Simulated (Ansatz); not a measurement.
Rows from a G0W0 calculation on MgI2 (layers cut from the bulk crystal) (Ansatz 0.2.0; G0W0 on PBE, plane waves, PAW; PAW set soft_1; 6×6×1 mesh, 414 empty bands, screening to 36 eV, PAW set soft_1 files), in eV. Spin-orbit coupling is left out.

```
row      Σx     Σc     Vxc     Z
  A  -17.46   2.08  -14.61  0.80
  B   -6.39  -3.01  -10.35  0.82
  C   -7.07  -3.13  -11.11  0.83
  D   -6.54  -3.06  -10.53  0.82
  E  -17.77   1.98  -15.09  0.80
  F   -6.99  -3.06  -11.02  0.83
```

Q: Which rows are filled states and which are empty ones, and how can one tell?

Filled: A and E. Empty: B, C, D and F. The sign of Σc tells: for a filled state bare exchange, which holds its interaction with itself, lies below Vxc (Σx − Vxc is -2.7 eV or lower here) and screening gives part back as a positive Σc. For an empty state Σx lies above Vxc (+4.0 eV or more) and the Coulomb hole leaves Σc negative.

[Paths, hosts, dates, memory and timing lines, banners, echoed tables and standing remarks are left out of the program output.]

[Logs are printed without paths, hosts, clocks, repeated set-up lines and the standing remarks that a program may print on its own settings, such as how far it seeks lower states.]

[Runs of the session that timed out or met a known fault of the program may be left out.]

[Cells called generated may have been cut or substituted from an entry of the Crystallography Open Database or the Materials Project.]

[Hosts, paths, dates, database ids (printed as entryN), source tags and the programs' standing remarks are cut or masked in the printed files.]
